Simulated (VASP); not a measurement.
Write the native input for VASP 6.6.1 that does the following.

* Task: relaxation of cell and atoms
* Functional: PBEsol
* Potentials or basis: VASP PAW PBE potentials, release 64 (B, As)
* Cutoff: 600 eV
* k mesh: 10 × 10 × 10
* Occupations: gaussian, width 0.03 eV
* Spin: no spin polarisation
* Further INCAR settings: ALGO = Normal; EDIFF = 1e-07; IBRION = 2; EDIFFG = -0.005; NSW = 90; ISIF = 3

The structure of BAs lies in POSCAR:

```
BAs                                     
1.0
    0.0000000000      2.3885000000      2.3885000000
    2.3885000000      0.0000000000      2.3885000000
    2.3885000000      2.3885000000      0.0000000000
  B               As            
     1     1
Direct
     0.0000000000000000    0.0000000000000000    0.0000000000000000
     0.2500000000000000    0.2500000000000000    0.2500000000000000
```

These files were run (other wordings do the same):

INCAR

```
PREC = Accurate ; ENCUT = 600
EDIFF = 1E-7 ; ISMEAR = 0
SIGMA = 0.03 ; LREAL = F
LASPH = T ; NELM = 80
ALGO = Normal ; ISIF = 3
LWAVE = F ; LCHARG = F
GGA = PS ; IBRION = 2
NSW = 90 ; EDIFFG = -0.005
```

KPOINTS

```
Automatic mesh
0
Gamma
  10 10 10
```

Potentials or basis: VASP PAW PBE potentials, release 64 (B, As).

Command:

```sh
$ cat potpaw_PBE.64/B/POTCAR potpaw_PBE.64/As/POTCAR > POTCAR
$ mpirun -np 1 vasp_std > vasp.out
```

Results of the run:

```yaml
Pressure_after_relaxing: 0.1 GPa
Band_gap_on_the_k_mesh: 1.08 eV, indirect (least direct gap 3.24 eV)
```

Caveat: the relaxation stopped at its first step, so nothing moved; the PAW data sets were made with another functional, which shifts forces and pressure a little.

Run time: 6 s on 1 thread of Intel(R) Xeon(R) 6975P-C (Granite Rapids) (shared host), peak memory 0.16 GiB.
